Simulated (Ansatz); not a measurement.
# AgCl: the cost of one run

Program: Ansatz 0.2.0. Level of theory: DFT PBE, scalar-relativistic, plane waves, PAW. These are calculated values, not measurements.

1 further run of the same task is left out (set aside as unsound or not needed).

## (1) The system as given

Symmetry: Fm-3m, No. 225, cubic system. Conventional cell: a = 5.612 Å, b = 5.612 Å, c = 5.612 Å, α = 90.00°, β = 90.00°, γ = 90.00°. Around Ag (site symmetry m-3m) lie 6 Cl at 2.81 Å. Cl (site symmetry m-3m) has 6 Ag at 2.81 Å as nearest neighbours.

Coordinates:

```cif
data_structure
_symmetry_space_group_name_H-M 'P 1'
_symmetry_Int_Tables_number 1
_cell_length_a 3.9679
_cell_length_b 3.9679
_cell_length_c 3.9679
_cell_angle_alpha 60.000
_cell_angle_beta 60.000
_cell_angle_gamma 60.000
_cell_volume 44.18
loop_
_atom_site_label
_atom_site_type_symbol
_atom_site_fract_x
_atom_site_fract_y
_atom_site_fract_z
_atom_site_occupancy
Ag1 Ag 0.50000 0.50000 0.50000 1
Cl1 Cl 0.00000 0.00000 0.00000 1
```

It is the result of an earlier relaxation at this level (volume 22.09 Å³/atom; gap on the mesh: 0.92 eV).

## (2) The cell under 25 GPa

What is minimised here is the enthalpy; the energy can go up as the cell is squeezed.

Input file input.yaml:

```yaml
crystal:
  lattice:
    - [0.0, 2.8057540438, 2.8057540438]
    - [2.8057540438, 0.0, 2.8057540438]
    - [2.8057540438, 2.8057540438, 0.0]
  atoms:
    - { symbol: Ag, position: [0.5, 0.5, 0.5] }
    - { symbol: Cl, position: [0.0, 0.0, 0.0] }
basis:
  ecutwfc: 420
kpoints:
  mp_grid: { grid: [8, 8, 8] }
hamiltonian:
  xc: pbe
scf:
  occupations: { method: fixed }
output:
  forces: true
  stress: true
  eigenvalues: true
  write_density: true
  write_potential: true
  elf: true
  volumetric_format: npy
relax:
  adjacent_minimum: "off"
  f_tol: 0.001
  max_steps: 60
  cell: { stress_tol: 0.02, p_target: 25.0 }
```

On the command line:

```
> ansatz run input.yaml --threads 1 --pin off --max-ram 1228MiB --backend cpu --events-out ev --progress --plain --runs-dir out
```

What time and memory should one allow on 1 thread of an Arm CPU, shared host?

About 18 s, with a peak of 0.3 GiB.
